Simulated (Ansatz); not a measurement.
## ZnS under strain: Electric field gradients

The cell is a COD entry, relaxed with PBE at fixed cell and then changed (z compressed by 1 %, ions relaxed).

```cif
data_structure
_symmetry_space_group_name_H-M 'P 1'
_symmetry_Int_Tables_number 1
_cell_length_a 15.6276
_cell_length_b 15.6276
_cell_length_c 15.6276
_cell_angle_alpha 14.077
_cell_angle_beta 14.077
_cell_angle_gamma 14.077
_cell_volume 196.53
loop_
_atom_site_label
_atom_site_type_symbol
_atom_site_fract_x
_atom_site_fract_y
_atom_site_fract_z
_atom_site_occupancy
Zn1 Zn 0.99990 0.99990 0.99990 1
Zn2 Zn 0.73318 0.73318 0.73318 1
Zn3 Zn 0.46648 0.46648 0.46648 1
Zn4 Zn 0.86652 0.86652 0.86652 1
Zn5 Zn 0.59988 0.59988 0.59988 1
S6 S 0.05020 0.05020 0.05020 1
S7 S 0.78343 0.78343 0.78343 1
S8 S 0.51678 0.51678 0.51678 1
S9 S 0.91681 0.91681 0.91681 1
S10 S 0.65016 0.65016 0.65016 1
```

Atom numbers follow the list; atoms alike are taken as one site, whose name carries the number of the first.

All values are calculated (Ansatz; DFT, PBE, plane waves and PAW, scalar-relativistic, 420 eV cutoff, Γ-centred 13×13×13 k-points, Fermi–Dirac smearing 0.02 eV), not measured.

C_Q = eQV_zz/h, which is 24.18 MHz for Q = 1 b and V_zz = 10²¹ V/m²; η = (V_xx − V_yy)/V_zz.

67Zn: I = 5/2, Q = 122.0 mb; ³³S: I = 3/2, Q = -69.40 mb. Nuclear quadrupole moments: year-2017 set (Pyykkö).

(1) Which values are expected at the nuclei?

## Answers

(1) 

```
site  atoms (order as listed)          first shell  V_zz (10²¹ V/m²)     η  C_Q (MHz)
 Zn1                        1   4 S at 2.33–2.34 Å             -0.10  0.00     -0.309
 Zn2                        2   4 S at 2.33–2.34 Å             0.044  0.00      0.128
 Zn3                        3   4 S at 2.33–2.34 Å             -0.11  0.00     -0.339
 Zn4                     4, 5   4 S at 2.33–2.34 Å            -0.080  0.00     -0.236
  S6                        6  4 Zn at 2.33–2.34 Å             -0.26  0.00      0.436
  S7                        7  4 Zn at 2.33–2.34 Å             -0.36  0.00      0.612
  S8                        8  4 Zn at 2.33–2.34 Å             -0.19  0.00      0.325
  S9                    9, 10  4 Zn at 2.33–2.34 Å             -0.18  0.00      0.309
```

An axis of threefold or higher order runs through Zn1, Zn2, Zn3, Zn4, S6 and S7 and others, so V_zz lies along it and η is zero.
